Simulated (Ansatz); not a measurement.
**ZrSi2: how the free axis answers a strain**

ZrSi2, Cmcm, a = 3.674 Å, b = 14.566 Å, c = 3.657 Å. The structure is a COD entry; whether it is the stable form wasn't checked. Ansatz: PBEsol, PAW, 420 eV, Γ-centred 10×4×10 mesh on 12 atoms, Gaussian smearing 0.10 eV; no spin polarisation. Series: biaxial strain in the a-b plane, c and atoms relaxed; x is the strain in per cent. y is the change of c in per cent of 3.657 Å.

| x (%) | y (%) |
| --- | --- |
| -6.0 | 4.22 |
| -4.0 | 2.56 |
| -2.0 | 1.22 |
| 0.0 | 0.00 |
| 2.0 | -1.13 |
| 4.0 | ? |

Problem. Fit y = c1 x + c2 x² to the other rows, say what c1 measures, and predict the missing y.

Solution. Least squares on the rows shown. y = −0.5808 x + 0.01933 x². With no stress along c, c1 = −(C13 + C23)/C33 = -0.581. At x = 4.0 the fit asked for gives -2.01 %. The run gave -2.23 %, so the fit is 0.22 % too high, 3.4 % of the span of the series, against an rms of 0.05 % on the fitted rows. The row lies outside the fitted range. With a term in x³ added, a fit to the same known rows predicts -2.30 %, so most of the miss is curvature that the known rows already hold.

1 further run of this set didn't finish or converge.